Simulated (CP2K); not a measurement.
In2O3: band structure with PBEsol

In2O3:

```xyz
10
Lattice="5.7818 0.0000 0.0000 3.1782 4.8299 0.0000 3.1782 1.7132 4.5159" Properties=species:S:1:pos:R:3 pbc="T T T"
In   10.4061    5.6095    3.8715
In    7.8010    4.2052    2.9023
In    1.7320    0.9336    0.6444
In    4.3371    2.3379    1.6136
O     4.0977    4.3968    2.0412
O     5.9254    2.2654    0.2168
O     5.1495    1.5168    3.3869
O     8.0404    2.1463    2.4747
O     6.2127    4.2778    4.2991
O     6.9886    5.0264    1.1290
```

* Program: CP2K 2026.2
* Task: band structure
* Functional: PBEsol
* Potentials or basis: GTH_POTENTIALS In GTH-PBE-q13, O GTH-PBE-q6; DZVP-MOLOPT-SR-GTH basis
* Density cutoff: 8163 eV
* k mesh: 5 × 5 × 5
* Occupations: fermi-dirac, width 0.05 eV
* Spin: no spin polarisation
* SCF solver: diagonalisation with k points
* Quickstep method: GPW
* EPS_DEFAULT: 1.0E-10
* EPS_SCF: 1.0E-6
* MAX_SCF: 100
* SCF_GUESS: ATOMIC
* k points reduced by the point group: yes
* Mesh centred on Gamma: yes
* CHOLESKY: OFF
* EPS_EIGVAL: 1.0E-7
* MIXING METHOD: BROYDEN_MIXING
* MIXING ALPHA: 0.4
* NBUFFER: 8
* NGRIDS: 5
* Basis sets: In DZVP-MOLOPT-SR-GTH-q13, O DZVP-MOLOPT-SR-GTH-q6
* Potentials: In GTH-PBE-q13 of GTH_POTENTIALS, O GTH-PBE-q6 of GTH_POTENTIALS
* ADDED_MOS: [26]
* Points a segment of the path (NPOINTS): 6
* Bands added on the path: 4
* REL_CUTOFF (Ry): 60 Ry
* MIXING BETA (1/bohr): 1.5 1/bohr
* CUTOFF of the grids: 600 Ry

```yaml
Pressure: 5.9 GPa
Largest_force: 0.231 eV/Å
Band_gap_on_the_k_mesh: 1.10 eV, indirect (least direct gap 1.15 eV)
Band_gap_along_the_path: 1.10 eV, indirect (least direct gap 1.15 eV)
Mulliken_charges: In +0.88; O -0.58 e
```

Forces in eV/Å, atoms in the order of the input:
```
In   0.015  0.008  0.005
In  -0.015 -0.008 -0.005
In  -0.015 -0.008 -0.005
In   0.015  0.008  0.005
O   -0.110  0.072  0.190
O    0.000  0.131 -0.190
O    0.110 -0.204  0.000
O    0.110 -0.072 -0.190
O    0.000 -0.131  0.190
O   -0.110  0.204  0.000
```

Stress tensor (GPa, compression positive):
```
 5.24 -0.70 -0.49
-0.70  6.17 -0.26
-0.49 -0.26  6.37
```

Levels at the corners of the path, in eV from the valence-band top:
| point | band 41 | band 42 | band 43 | band 44 | band 45 | band 46 | band 47 | band 48 |
| --- | --- | --- | --- | --- | --- | --- | --- | --- |
| Γ | -0.28 | -0.28 | -0.05 | -0.05 | 1.10 | 5.43 | 6.16 | 7.26 |
| L | -0.80 | -0.80 | -0.07 | -0.07 | 4.85 | 4.85 | 5.78 | 5.78 |
| B1 | -0.36 | -0.36 | -0.16 | -0.16 | 5.48 | 5.48 | 5.82 | 5.82 |
| B | -0.36 | -0.36 | -0.16 | -0.16 | 5.48 | 5.48 | 5.82 | 5.82 |
| Z | -0.20 | -0.20 | -0.20 | -0.20 | 4.29 | 4.29 | 7.11 | 7.11 |
| Γ | -0.28 | -0.28 | -0.05 | -0.05 | 1.10 | 5.43 | 6.16 | 7.26 |
| X | -0.47 | -0.27 | -0.22 | -0.08 | 5.18 | 5.43 | 5.64 | 6.14 |
| Q | -0.47 | -0.27 | -0.22 | -0.08 | 5.18 | 5.43 | 5.64 | 6.14 |
| F | -0.57 | -0.36 | -0.09 | -0.04 | 5.09 | 5.42 | 6.39 | 6.53 |
| P1 | -0.40 | -0.40 | -0.33 | -0.11 | 5.36 | 5.53 | 5.65 | 6.56 |
| Z | -0.20 | -0.20 | -0.20 | -0.20 | 4.29 | 4.29 | 7.11 | 7.11 |
| L | -0.80 | -0.80 | -0.07 | -0.07 | 4.85 | 4.85 | 5.78 | 5.78 |
| P | -0.40 | -0.40 | -0.33 | -0.11 | 5.36 | 5.53 | 5.65 | 6.56 |

Run time: 2.6 min on 1 thread of Arm Neoverse V1, with other jobs on the host, peak memory 1 GiB.

Caveat: Mulliken charges move with the basis; the potentials were made for another functional, which shifts forces and pressure; spin-orbit coupling is left out, which moves the levels of the heavy elements; the basis of atomic orbitals isn't converged, which shifts pressures, moduli and gaps. A hybrid or GW would open this gap; PBEsol tends to underestimate it.
